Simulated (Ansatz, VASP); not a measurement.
**PbS: VASP beside Ansatz**

```xyz
4
Lattice="1.9617 -5.4237 0.0000 1.9617 5.4237 0.0000 0.0000 0.0000 4.1483" Properties=species:S:1:pos:R:3 pbc="T T T"
Pb    1.9617   -4.1136    3.1113
Pb    1.9617    4.1136    1.0371
S     1.9617   -1.4603    3.1113
S     1.9617    1.4603    1.0371
```

Alike in both runs: functional PBEsol; k mesh 6 × 6 × 6; no spin polarisation.

Ansatz relaxed the structure, and its values are those at the end. VASP's run is a single point on that final structure, the one shown.

|  | VASP | Ansatz |
| --- | --- | --- |
| version | VASP 6.6.1 | Ansatz 0.2.0 |
| potentials or method | VASP PAW PBE potentials, release 64 (Pb_d, S) | plane waves, PAW |
| plane-wave cutoff (eV) | 520 | 470 |
| occupations | gaussian, width 0.01 eV | fixed |
| valence electrons in the cell | 40 | 40 |

```csv
,VASP,Ansatz,Ansatz less VASP
pressure (GPa),8.0,8.0,+0.03
```

Caveats: the PAW data sets were made with another functional, which shifts forces and pressure a little (VASP). A k mesh can miss the band edges.
